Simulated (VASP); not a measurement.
# PbS (Galena) (Fm-3m) in VASP: a series of runs, part 2 of 2

VASP 6.6.1. Earlier steps stand in the parts before.

### 3 Relaxation of the atoms, LDA (a relaxed cell with its volume scaled by 1.06)

Input file INCAR:

```
SYSTEM = PbS
  ALGO = Fast
  EDIFF = 1E-7
  EDIFFG = -0.01
  ENCUT = 600
  IBRION = 2
  ISIF = 2
  ISMEAR = 0
  LASPH = .True.
  LCHARG = .False.
  LREAL = .False.
  LWAVE = .False.
  NELM = 80
  NSW = 40
  PREC = Accurate
  SIGMA = 0.03
```

Input file KPOINTS:

```
k-points
0
Gamma
  8 8 8
  0 0 0
```

Input file POSCAR:

```
PbS                                     
1.0
    0.0000000000      2.9814642895      2.9814642895
    2.9814642895      0.0000000000      2.9814642895
    2.9814642895      2.9814642895      0.0000000000
  Pb              S             
     1     1
Direct
     0.0000000000000000    0.0000000000000000    0.0000000000000000
     0.5000000000000000    0.5000000000000000    0.5000000000000000
```

Potentials or basis: VASP PAW LDA potentials, release 64 (Pb_d, S).

On the command line:

```bash
cat potpaw_LDA.64/Pb_d/POTCAR potpaw_LDA.64/S/POTCAR > POTCAR
mpirun -np 1 vasp_std > vasp.out
```

OUTCAR:

```text
SYSTEM = PbS
   EDIFF = 1E-7
   EDIFFG = -0.01
   ENCUT = 600
   IBRION = 2
   ISIF = 2
   ISMEAR = 0
   LASPH = .True.
   LREAL = .False.
   NELM = 80
   NSW = 40
   PREC = Accurate

 ion  position               nearest neighbor table
   1  0.000  0.000  0.000-   2 2.98   2 2.98   2 2.98   2 2.98   2 2.98   2 2.98
   2  0.500  0.500  0.500-   1 2.98   1 2.98   1 2.98   1 2.98   1 2.98   1 2.98

  LATTYP: Found a face centered cubic cell.
 ALAT       =     5.9629285790

  Lattice vectors:

 A1 = (   0.0000000000,   2.9814642895,   2.9814642895)
 A2 = (   2.9814642895,   0.0000000000,   2.9814642895)
 A3 = (   2.9814642895,   2.9814642895,   0.0000000000)

Analysis of symmetry for initial positions (statically):
=====================================================================
 Subroutine PRICEL returns:
 Original cell was already a primitive cell.

 Routine SETGRP: Setting up the symmetry group for a
 face centered cubic supercell.

 Subroutine GETGRP returns: Found 48 space group operations
 (whereof 48 operations were pure point group operations)
 out of a pool of 48 trial point group operations.

The static configuration has the point symmetry O_h .

Analysis of symmetry for dynamics (positions and initial velocities):
=====================================================================
 Subroutine PRICEL returns:
 Original cell was already a primitive cell.

 Routine SETGRP: Setting up the symmetry group for a
 face centered cubic supercell.

 Subroutine GETGRP returns: Found 48 space group operations
 (whereof 48 operations were pure point group operations)
 out of a pool of 48 trial point group operations.

The dynamic configuration has the point symmetry O_h .

 Subroutine INISYM returns: Found 48 space group operations
 (whereof 48 operations are pure point group operations),
 and found     1 'primitive' translations

----------------------------------------------------------------------------------------

                                     Primitive cell

  volume of cell :      53.0052

  direct lattice vectors                    reciprocal lattice vectors
[... 119 lines left out ...]
 non-spin polarized calculation
 RMM-DIIS sequential band-by-band and
 Gauss-broadening in eV      SIGMA  =   0.03
  energy-cutoff  :      600.00
  volume of cell :       53.01
 maximum number of plane-waves:      1807
 NGX is ok and might be reduce to    36
   NGX = 17   NGY = 17   NGZ = 17

 number of electron      20.0000001 magnetization

 Free energy of the ion-electron system (eV)
  ---------------------------------------------------
  ext. energy  EPLUGINS =         0.00000000
  ---------------------------------------------------
  free energy    TOTEN  =        -9.96731779 eV

  energy without entropy =       -9.96731779  energy(sigma->0) =       -9.96731779

 E-fermi :   5.5104     XC(G=0):  -9.9569

 val. band max:        5.3715470817   @ k =   0.5000   0.0000   0.0000
 cond. band min:       5.6342061165   @ k =   0.5000   0.0000   0.0000
 fundamental gap:      0.2626590348
 Fermi energy:         5.5103503122

 k-point     1 :       0.0000    0.0000    0.0000
  band No.  band energies     occupation
      1     -11.3611      2.00000
      2     -11.3611      2.00000
      3     -11.3611      2.00000
      4     -11.3516      2.00000
      5     -11.3516      2.00000
      6      -8.0414      2.00000
      7      -0.7235      2.00000
      8       3.3027      2.00000
      9       3.3027      2.00000
     10       3.3027      2.00000
     11      10.4108      0.00000
     12      10.4111      0.00000
     13      10.4114      0.00000
     14      12.0697      0.00000
[... 377 lines left out ...]
      1     -11.4157      2.00000
      2     -11.3662      2.00000
      3     -11.3465      2.00000
      4     -11.3331      2.00000
      5     -11.3131      2.00000
      6      -6.5727      2.00000
      7      -3.0947      2.00000
      8       2.0145      2.00000
      9       2.4291      2.00000
     10       4.4299      2.00000
     11       6.8313      0.00000
     12       8.6880      0.00000
     13       9.3047      0.00000
     14      13.2762      0.00000

 [... further k-points ...]
[... 5 lines left out ...]
  --------------------------------------------------------------------------------------
  -------------------------------------------------------------------------------------
  Total       -1.0942775     -1.0942775     -1.0942775     -0.0000000      0.0000000      0.0000000
  in kB      -33.0764753    -33.0764753    -33.0764753     -0.0000000      0.0000000      0.0000000
  external PRESSURE =     -33.0764753 kB  Pullay stress =       0.0000000 kB

 VOLUME and BASIS-vectors are now :
 -----------------------------------------------------------------------------
  energy-cutoff  :      600.00
  volume of cell :       53.01
      direct lattice vectors                 reciprocal lattice vectors
     0.000000000  2.981464289  2.981464289    -0.167702830  0.167702830  0.167702830
     2.981464289  0.000000000  2.981464289     0.167702830 -0.167702830  0.167702830
     2.981464289  2.981464289  0.000000000     0.167702830  0.167702830 -0.167702830

 POSITION                                       TOTAL-FORCE (eV/Angst)
 -----------------------------------------------------------------------------------
      0.00000      0.00000      0.00000         0.000000      0.000000      0.000000
      2.98146      2.98146      2.98146         0.000000     -0.000000     -0.000000
 -----------------------------------------------------------------------------------
    total drift:                                0.000000      0.000000      0.000000

  FREE ENERGIE OF THE ION-ELECTRON SYSTEM (eV)
  ---------------------------------------------------
  free  energy   TOTEN  =        -9.9673177857 eV

  energy  without entropy=       -9.9673177857  energy(sigma->0) =       -9.96731779

 reached required accuracy - stopping structural energy minimisation
```

OSZICAR:

```text
N       E                     dE             d eps       ncg     rms          rms(c)
DAV:   1     0.165090462539E+03    0.16509E+03   -0.10703E+04   812   0.168E+03
DAV:   2     0.322737094595E+01   -0.16186E+03   -0.15798E+03   872   0.374E+02
DAV:   3    -0.100763403089E+02   -0.13304E+02   -0.13083E+02  1064   0.109E+02
DAV:   4    -0.104209649668E+02   -0.34462E+00   -0.34435E+00   920   0.203E+01
DAV:   5    -0.104340443861E+02   -0.13079E-01   -0.13079E-01  1134   0.389E+00    0.435E+00
RMM:   6    -0.997687060580E+01    0.45717E+00   -0.68842E-01   840   0.527E+00    0.287E+00
RMM:   7    -0.997253008416E+01    0.43405E-02   -0.17840E-01   937   0.317E+00    0.173E+00
RMM:   8    -0.997106494558E+01    0.14651E-02   -0.35130E-02   835   0.164E+00    0.395E-01
RMM:   9    -0.996704637654E+01    0.40186E-02   -0.81510E-03   900   0.103E+00    0.128E-01
RMM:  10    -0.996731958979E+01   -0.27321E-03   -0.37587E-03  1001   0.533E-01    0.565E-02
RMM:  11    -0.996735777483E+01   -0.38185E-04   -0.62716E-04  1040   0.210E-01    0.746E-02
RMM:  12    -0.996733747831E+01    0.20297E-04   -0.72792E-05   986   0.695E-02    0.447E-02
RMM:  13    -0.996732377826E+01    0.13700E-04   -0.17199E-05   928   0.350E-02    0.346E-02
RMM:  14    -0.996731748035E+01    0.62979E-05   -0.22268E-05   848   0.327E-02    0.369E-03
RMM:  15    -0.996731775305E+01   -0.27269E-06   -0.47035E-06   797   0.174E-02    0.428E-03
RMM:  16    -0.996731778573E+01   -0.32679E-07   -0.83302E-07   708   0.922E-03
   1 F= -.99673178E+01 E0= -.99673178E+01  d E =-.996732E+01
```

CONTCAR:

```text
PbS
   1.00000000000000
     0.0000000000000000    2.9814642894999999    2.9814642894999999
     2.9814642894999999    0.0000000000000000    2.9814642894999999
     2.9814642894999999    2.9814642894999999    0.0000000000000000
  Pb              S
     1     1
Direct
     0.0000000000000000    0.0000000000000000    0.0000000000000000
     0.5000000000000000    0.5000000000000000    0.5000000000000000

  0.00000000E+00  0.00000000E+00  0.00000000E+00
  0.00000000E+00  0.00000000E+00  0.00000000E+00
```

Wall time 13 s (1 thread of Intel Xeon 6975P-C (Granite Rapids), shared host); peak memory 0.18 GiB.

Results:

```yaml
Free_energy: -9.9673 eV
Pressure_after_relaxing: -3.3 GPa
Band_gap_on_the_k_mesh: 0.26 eV, direct
```

Final structure:
```
Pb S
1.0
     0.00000    2.98146    2.98146
     2.98146    0.00000    2.98146
     2.98146    2.98146    0.00000
Pb S
1 1
Cartesian
  0.0000 0.0000 0.0000
  2.9815 2.9815 2.9815
```

Levels at points of the mesh, in eV from the valence-band top:
| k point | band 8 | band 9 | band 10 | band 11 | band 12 | band 13 |
| --- | --- | --- | --- | --- | --- | --- |
| (0.00, 0.00, 0.00) | -2.07 | -2.07 | -2.07 | 5.04 | 5.04 | 5.04 |
| (0.50, 0.00, 0.00) | -1.68 | -1.68 | 0.00 | 0.26 | 1.88 | 1.88 |
| (0.50, 0.50, 0.00) | -5.11 | -3.34 | -3.34 | 3.81 | 5.43 | 5.52 |

Caveat: the relaxation stopped at its first step, so nothing moved; spin-orbit coupling is left out, which as a rule narrows the gap of such compounds by several tenths of an eV. A k mesh can miss the band edges.
